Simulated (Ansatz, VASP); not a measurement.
**Two plane-wave programs on MgS**

```
Mg S
1.0
     3.64543    0.00000    0.00000
    -1.82272    3.15704    0.00000
     0.00000    0.00000    6.14736
Mg S
2 2
Direct
  0.00000 0.00000 0.00000
  0.00000 0.00000 0.50000
  0.33333 0.66667 0.25000
  0.66667 0.33333 0.75000
```

Alike in both runs: task single point; functional r2SCAN; k mesh 6 × 6 × 4; no spin polarisation.

```csv
,VASP,Ansatz
version,VASP 6.6.1,Ansatz 0.2.0
potentials or method,"VASP PAW PBE potentials, release 64 (Mg, S)","plane waves, PAW"
plane-wave cutoff (eV),520,500
occupations,"gaussian, width 0.01 eV",fixed
valence electrons in the cell,16,32
```

|  | VASP | Ansatz | Ansatz less VASP |
| --- | --- | --- | --- |
| gap on the k mesh at the Fermi level (eV) | 4.05 | 4.07 | +0.024 |
| pressure (GPa) | -0.5 | 0.0 | +0.46 |
| largest component of the traceless stress (GPa) | 0.08 | 0.03 | -0.055 |

The two sets of potentials don't hold the same shells in valence.

Caveats: the PAW data sets were made with another functional, which shifts forces and pressure a little (VASP). A k mesh can miss the band edges.
